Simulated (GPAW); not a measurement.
Runs of GPAW 26.7.0 on Zn. The cell holds a slab with vacuum, 5 atoms: a = 2.617 Å, b = 2.619 Å, c = 24.717 Å, α = 90.00°, β = 90.00°, γ = 119.98°. The slab is cut from a database's or a generator's crystal, which needn't be the stable form of the element.

| task | level | potentials or basis | cell | series job | gap on the mesh (eV) | largest force (eV/Å) | work function (eV) |
| --- | --- | --- | --- | --- | --- | --- | --- |
| single point | BEEF-vdW | GPAW PAW data sets (gpaw-data 1.2.1), pw | the (0 0 1) slab of Zn, cut from the database cell, not relaxed | - | none | 0.30 | 4.15 |
| single point | vdW-DF-cx | GPAW PAW data sets (gpaw-data 1.2.1), pw | the (0 0 1) slab of Zn, cut from the database cell, not relaxed | - | none | 0.16 | 4.09 |
| single point | RPBE | the program's PAW data sets (release 1.2.1) made for this functional, pw | the (0 0 1) slab of Zn, cut from the database cell, not relaxed | - | none | (b) | 3.81 |
| single point | WC | PAW data sets generated in the run's folder for this functional, pw | the (0 0 1) slab of Zn, cut from the database cell, not relaxed | - | none | 0.03 | 4.04 |
| single point | revPBE | the program's PAW data sets (release 1.2.1) made for this functional, pw | the (0 0 1) slab of Zn, cut from the database cell, not relaxed | - | none | 0.25 | (a) |
| single point | PBEsol | PAW data sets generated in the run's folder for this functional, pw | the (0 0 1) slab of Zn, cut from the database cell, not relaxed | - | none | 0.03 | 4.05 |
| single point | r2SCAN | GPAW PAW data sets (gpaw-data 1.2.1), pw | the (0 0 1) slab of Zn, cut from the database cell, not relaxed | - | none | 0.07 | 4.01 |

Alike in all rows: no spin polarisation; k mesh 12 × 12 × 1; cutoff (eV) 450; smearing fermi-dirac 0.05 eV.

Question: Fill in the values left out.

Answer: (a) 3.82; (b) 0.28.

Caveats: the PAW data sets were made with another functional, which shifts forces and pressure a little (some runs).

A gap of «none» marks a metal or a gap under the smearing width.

Runs at the PBE level aren't shown here.
